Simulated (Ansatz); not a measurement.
**Ti: an alloy series on one sublattice**

Ti, P6/mmm, a = 4.568 Å, c = 2.825 Å. This isn't the element's structure at ambient conditions. Ansatz: r2SCAN, PAW, 500 eV, Γ-centred 12×12×8 mesh on 6 atoms, Gaussian smearing 0.10 eV; no spin polarisation. Si replaces Ti on a share x of its sites in ordered cells of 6 atoms, relaxed within their symmetry; both ends keep this structure, and each row is the lowest of the orders tried at that x (1 to 2). The mixing energy is per mixed site over the two ends. Neither end has its usual structure, and against the stable forms the mixing energies would lie higher.

| x | mixing energy (meV/site) | V (Å³/atom) |
| --- | --- | --- |
| 0.000 | 0.0 | 17.014 |
| 0.167 | -292.4 | 16.112 |
| 0.500 | -699.0 | 15.008 |
| 0.667 | ? | ? |
| 0.833 | -368.9 | 14.212 |
| 1.000 | 0.0 | 14.321 |

Q: Fit the regular-solution form ΔH = Ω x(1 − x), and V = the straight line between the end volumes + b x(1 − x), to the other rows and predict the missing row.

A: With w = x(1 − x): x = 0.167, w = 0.1391, ΔH/w = -2102, excess volume -0.452; x = 0.500, w = 0.2500, ΔH/w = -2796, excess volume -0.660; x = 0.833, w = 0.1391, ΔH/w = -2652, excess volume -0.559. Least squares through zero (Σ w·y / Σ w²) gives Ω = -2636 meV and b = -3.019 Å³. ΔH/w isn't constant, so Ω is only an average. The orders tried at one x differ by up to 245 meV/site, and taking the lowest tends to put Ω under a random alloy's. At x = 0.667, w = 0.2221: ΔH = -585.5 meV/site and V = 14.547 Å³/atom (computed 14.616). The run gave -285.1 meV/site, so the fit is 300.4 meV/site too low, 43 % of the span of the series, against an rms of 48.7 meV/site on the fitted rows. ΔH/w is -1284 meV in this row and -2796 to -2102 in the others: each row is one ordered cell, not a random alloy, and the form has no term for order or for a skew between the two ends.

The computed energies at x = 0.167 and 0.833 differ by 76.5 meV/site, which can't be told from the effect of order: the orders tried at one x differ by up to 245 meV/site. Spin polarisation was left out, and a magnetic state may lie lower.

Cost: 8 runs of about 53 core-minutes in all, on Intel Xeon Processor @ 2.50GHz (Skylake/Cascade Lake) (shared hosts).